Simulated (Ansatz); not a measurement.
# Sn: band gap under strain

Aim: follow the gap of Sn in the diamond structure through these states: +0.5 % strain along z alone; +0.4 % biaxial strain in the (111) plane, free along [111]; -3.5 % strain along [111] alone. The table at the end shows which levels were run.

Program: Ansatz 0.2.0. PAW datasets, plane waves. No spin polarisation and no zero-point or thermal motion.

### 1 The cell

The unstrained cell was relaxed with r2SCAN; in each strained cell the atoms were relaxed again with r2SCAN. Names of k-points are those of the unstrained zone, where strain can split equivalent points. First state: +0.5 % strain along z alone.

It is tetragonal, I4_1/amd (No. 141); a = 4.645 Å, c = 6.601 Å in the conventional setting, 35.61 Å³ an atom. Near Sn stand 4 Sn at 2.85 Å.

Coordinates:

```cif
data_structure
_symmetry_space_group_name_H-M 'I4_1/amd:1'
_symmetry_Int_Tables_number 141
_cell_length_a 4.6449
_cell_length_b 4.6449
_cell_length_c 6.6011
_cell_angle_alpha 90.000
_cell_angle_beta 90.000
_cell_angle_gamma 90.000
_cell_volume 142.42
loop_
_atom_site_label
_atom_site_type_symbol
_atom_site_symmetry_multiplicity
_atom_site_Wyckoff_symbol
_atom_site_fract_x
_atom_site_fract_y
_atom_site_fract_z
_atom_site_occupancy
Sn1 Sn 4 a 0.00000 0.00000 0.00000 1
```

### 2 +0.5 % strain along z alone: PBE

Input file input.yaml:

```yaml
crystal:
  lattice:
    - [0.0, 3.2844597792, 3.3005536321]
    - [3.2844597792, 0.0, 3.3005536321]
    - [3.2844597792, 3.2844597792, 0.0]
  atoms:
    - { symbol: Sn, position: [0.0, 0.0, 0.0] }
    - { symbol: Sn, position: [0.25, 0.25, 0.25] }
kpoints:
  mp_grid: { grid: [6, 6, 6] }
  band_path:
    path:
      - [0.0, 0.0, 0.0]
      - [0.5, 0.0, 0.5]
      - [0.625, 0.25, 0.625]
      - [0.375, 0.375, 0.75]
      - [0.5, 0.5, 0.5]
      - [0.5, 0.25, 0.75]
      - [0.0, 0.0, 0.5]
    npoints: 1
hamiltonian:
  xc: pbe
scf:
  occupations: { method: fermi_dirac, width: 0.02 }
  n_extra_bands: 4
output:
  forces: true
  stress: true
  eigenvalues: true
```

On the command line:

```bash
$ ansatz run input.yaml --threads 4 --pin off --max-ram 3686MiB --backend cpu --events-out ev --progress --plain --runs-dir out
```

Further steps of the session: +0.5 % strain along z alone: r2SCAN; +0.5 % strain along z alone: HSE06; +0.4 % biaxial strain in the (111) plane, free along [111]: PBE; +0.4 % biaxial strain in the (111) plane, free along [111]: r2SCAN; +0.4 % biaxial strain in the (111) plane, free along [111]: HSE06; -3.5 % strain along [111] alone: PBE; -3.5 % strain along [111] alone: r2SCAN; -3.5 % strain along [111] alone: HSE06.

What does the calculation give?

**Answer**, as computed:

Least gap in eV (negative: overlap):

| state | PBE | r2SCAN | HSE06 |
| --- | --- | --- | --- |
| +0.5 % strain along z alone | -0.18 | 0.00 | 0.00 |
| +0.4 % biaxial strain in the (111) plane, free along [111] | -0.27 | -0.06 | 0.01 |
| -3.5 % strain along [111] alone | -0.56 | -0.37 | -0.12 |

Spin-orbit coupling is left out of the table, though the cell holds Sn (Z = 50); in an element this heavy it can shift bands and gaps by tenths of an eV.
